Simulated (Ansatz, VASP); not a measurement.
Two plane-wave programs on BiS

```xyz
2
Lattice="2.1093 1.2178 3.5005 -2.1093 1.2178 3.5005 0.0000 -2.4356 3.5005" Properties=species:S:1:pos:R:3 pbc="T T T"
Bi    0.0000    0.0000    0.0000
S     0.0000    0.0000    5.2507
```

Change from the starting cell: as made, not relaxed: species swapped into the SnSb type (R-3m, No. 166).

Alike in both runs: task single point; functional PBE; k mesh 8 × 8 × 8; occupations fermi-dirac, width 0.05 eV; no spin polarisation.

|  | VASP | Ansatz |
| --- | --- | --- |
| version | VASP 6.6.1 | Ansatz 0.2.0 |
| potentials or method | VASP PAW PBE potentials, release 64 (Bi_d, S) | Ansatz PAW soft_1 |
| plane-wave cutoff (eV) | 520 | 420 |
| valence electrons in the cell | 21 | 21 |

```tsv
	VASP	Ansatz	Ansatz less VASP
gap on the k mesh at the Fermi level (eV)	none	none	-
pressure (GPa)	-1.4	-1.3	+0.07
largest component of the traceless stress (GPa)	0.35	0.36	+0.001
```

A gap of «none» marks a metal or a gap that the smearing closes.

Caveats: spin-orbit coupling is left out, which moves the levels of the heavy elements.
